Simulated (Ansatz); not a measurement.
Runs of Ansatz 0.2.0 on Al. Symmetry: P6/mmm, No. 191, hexagonal system. Conventional cell: a = 4.547 Å, b = 4.547 Å, c = 2.754 Å, α = 90.00°, β = 90.00°, γ = 120.00°. Al (site symmetry -6m2) has 5 Al at 2.63 to 2.75 Å as nearest neighbours. The cell was built by a generator and needn't be a form met in nature.

```tsv
task	level	cell	cutoff (eV)	points for each segment of the path	gap on the mesh (eV)	pressure (GPa)	relaxed volume (Å³/atom)
single point	r2SCAN0	as given	500	-	none	-0.2	-
relaxation of cell and atoms	HSEsol	relaxed	420	-	none	0.0	24.34
single point	HF	as given	420	-	none	(b)	-
relaxation of cell and atoms	HSE03	relaxed	420	-	none	0.0	24.78
single point	r2SCANh	as given	500	-	none	-0.1	-
band structure	HSEsol	as given	420	4	none	-0.4	-
single point	r2SCAN50	as given	500	-	none	-0.4	-
relaxation of cell and atoms	HF	relaxed	420	-	none	0.0	(a)
```

Alike in all rows: potentials or basis Ansatz PAW; no spin polarisation; k mesh 4 × 4 × 5; smearing fermi-dirac 0.05 eV; the mesh is coarse, so values aren't converged.

**Question.** Estimate the missing entries.

**Answer.** (a) 27.03; (b) 4.1.

Caveats: all runs use coarse meshes; the PAW data sets come from PBE, with cores solved anew for the run's functional, which leaves a small shift of forces and pressure; the thresholds are loose for stress (some runs); the plane-wave basis is chosen anew once the cell has moved, so the energies of steps on either side of that aren't comparable (some runs).

A gap of «none» marks a metal or a gap under the smearing width.
